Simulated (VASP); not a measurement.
Set up this calculation in VASP 6.6.1, as the native input.

```yaml
Task: relaxation of cell and atoms
Functional: LDA
Potentials_or_basis: VASP PAW LDA potentials, release 64 (Ba_sv, Ti_sv, O)
Cutoff: 600 eV
k_mesh: 7 × 7 × 7
Occupations: gaussian, width 0.03 eV
Spin: no spin polarisation
Further_INCAR_settings: ALGO = Normal; EDIFF = 1e-06; IBRION = 2; EDIFFG = -0.01; NSW = 90; ISIF = 3
```

The structure of BaTiO3 lies in POSCAR:

```
BaTiO3
1.0
    2.8273666084      1.6323808724      2.3183934932
   -2.8273666084      1.6323808724      2.3183934932
    0.0000000000     -3.2647617449      2.3183934932
Ba Ti O
1 1 3
Direct
    0.0000000000      0.0000000000      0.0000000000
    0.4845000000      0.4845000000      0.4845000000
    0.5086000000      0.5086000000      0.0175000000
    0.0175000000      0.5086000000      0.5086000000
    0.5086000000      0.0175000000      0.5086000000
```

The input as run:

INCAR

```
  PREC = Accurate
  ENCUT = 600
  EDIFF = 1E-6
  ISMEAR = 0
  SIGMA = 0.03
  LREAL = F
  LASPH = T
  NELM = 80
  ALGO = Normal
  ISIF = 3
  LWAVE = F
  LCHARG = F
  IBRION = 2
  NSW = 90
  EDIFFG = -0.01
  KPAR = 2
```

KPOINTS

```
Automatic mesh
0
Gamma
  7 7 7
```

Potentials or basis: VASP PAW LDA potentials, release 64 (Ba_sv, Ti_sv, O).

Run with:

```sh
$ cat potpaw_LDA.64/Ba_sv/POTCAR potpaw_LDA.64/Ti_sv/POTCAR potpaw_LDA.64/O/POTCAR > POTCAR
$ mpirun -np 2 vasp_std > vasp.out
```

Results of the run:

- Relaxed volume: 12.42 Å³/atom
- Relaxed cell: a = 3.961 Å, b = 3.961 Å, c = 3.961 Å, α = 89.94°, β = 89.94°, γ = 89.94°
- Space group after relaxing (to 0.05 Å): R3m (No. 160)
- Energy gained by relaxing: 6.1 meV/atom
- Ionic steps: 15
- Pressure after relaxing: -0.1 GPa
- Band gap on the k mesh: 2.11 eV, indirect (least direct gap 2.30 eV)

Caveat: spin-orbit coupling is left out, which moves the levels of the heavy elements; an odd mesh through Γ misses points on the zone boundary, where band edges often lie.

Run time: 2.8 min on 2 MPI ranks on Intel(R) Xeon(R) Platinum 8375C CPU @ 2.90GHz (Ice Lake) (shared host), peak memory 0.22 GiB a rank.
